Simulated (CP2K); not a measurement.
CaO under changes of volume

One of the cells (13.886 Å³/atom); the others are scaled copies at fixed shape and fractional positions:

```
Ca O
1.0
     3.39914    0.00000    0.00000
     1.69957    2.94374    0.00000
     1.69957    0.98125    2.77539
Ca O
1 1
Cartesian
  0.0000 0.0000 0.0000
  3.3991 1.9625 1.3877
```

The cell is a database's computed one.

| Item | Value |
| --- | --- |
| Program | CP2K 2026.2 |
| Functional | PBEsol |
| Potentials or basis | POTENTIAL_UZH Ca GTH-PBE-q10, O GTH-PBE-q6; TZVP-MOLOPT-PBE-GTH basis |
| Density cutoff | 8163 eV |
| k mesh | 10 × 10 × 10 |
| Occupations | fermi-dirac, width 0.05 eV |
| Spin | no spin polarisation |

| volume (Å³/atom) | energy over the lowest point (meV/atom) | pressure (GPa) | gap on the mesh (eV) |
| --- | --- | --- | --- |
| 13.052 | 12.48 | 6.4 | 3.66 |
| 13.330 | 3.92 | 3.6 | 3.67 |
| 13.608 | 0.00 | 1.0 | 3.69 |
| 13.886 | 0.24 | -1.3 | 3.70 |
| 14.163 | 4.22 | -3.3 | 3.71 |
| 14.441 | 11.53 | -5.1 | 3.71 |
| 14.719 | ? | ? | ? |

What does the run at 14.719 Å³/atom give?

Energy over the lowest point 21.84 meV/atom; pressure -6.8 GPa; gap on the mesh 3.72 eV.

Worked out: A Birch-Murnaghan fit of order 3 (a polynomial in V^(-2/3)) to the other rows has its minimum at 13.73 Å³/atom with B0 = V·E''(V) = 113 GPa and B' = 4.4. It gives 21.86 meV/atom at 14.719 Å³/atom, against the run's 21.84, and -dE/dV = -6.8 GPa, against -6.8. A straight line through the other rows of the gap, of slope 0.539 eV per unit of ln V, extrapolates to 3.73 eV, against the run's 3.72.

Energies are extrapolated to zero smearing.

Caveats: the potentials were made for another functional, which shifts forces and pressure; the basis of atomic orbitals isn't converged, which shifts pressures, moduli and gaps.

A mesh can miss the band edges.
